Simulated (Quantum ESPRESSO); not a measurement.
# MgO under changes of volume

One of the cells (9.221 Å³/atom); the others are scaled copies at fixed shape and fractional positions:

```
Mg O
1.0
     0.00000    2.09700    2.09700
     2.09700    0.00000    2.09700
     2.09700    2.09700    0.00000
Mg O
1 1
Direct
  0.00000 0.00000 0.00000
  0.50000 0.50000 0.50000
```

The cell is a database's computed one.

```yaml
Program: Quantum ESPRESSO 7.5
Functional: PBE
Potentials_or_basis: SSSP 1.3 efficiency PBE
Cutoff: 748 eV
Density_cutoff: 5987 eV
k_mesh: 11 × 11 × 11
Occupations: fermi-dirac, width 0.05 eV
Spin: no spin polarisation
```

| volume (Å³/atom) | energy over the lowest point (meV/atom) | pressure (GPa) | gap on the mesh (eV) |
| --- | --- | --- | --- |
| 8.668 | 50.52 | 18.9 | 5.48 |
| 8.853 | 31.20 | 14.3 | 5.26 |
| 9.037 | ? | ? | ? |
| 9.221 | 7.28 | 6.4 | 4.85 |
| 9.406 | 1.77 | 2.9 | 4.66 |
| 9.590 | 0.00 | -0.2 | 4.47 |
| 9.775 | 1.63 | -3.0 | 4.29 |

Problem. What does the run at 9.037 Å³/atom give?

Solution. Energy over the lowest point 16.95 meV/atom; pressure 10.1 GPa; gap on the mesh 5.05 eV.

Worked out: A Birch-Murnaghan fit of order 3 (a polynomial in V^(-2/3)) to the other rows has its minimum at 9.59 Å³/atom with B0 = V·E''(V) = 154 GPa and B' = 4.0. It gives 16.97 meV/atom at 9.037 Å³/atom, against the run's 16.95, and -dE/dV = 10.3 GPa, against 10.1. A straight line through the other rows of the gap, of slope -9.9 eV per unit of ln V (its deformation potential), gives 5.06 eV, against the run's 5.05.

Energies are extrapolated to zero smearing.
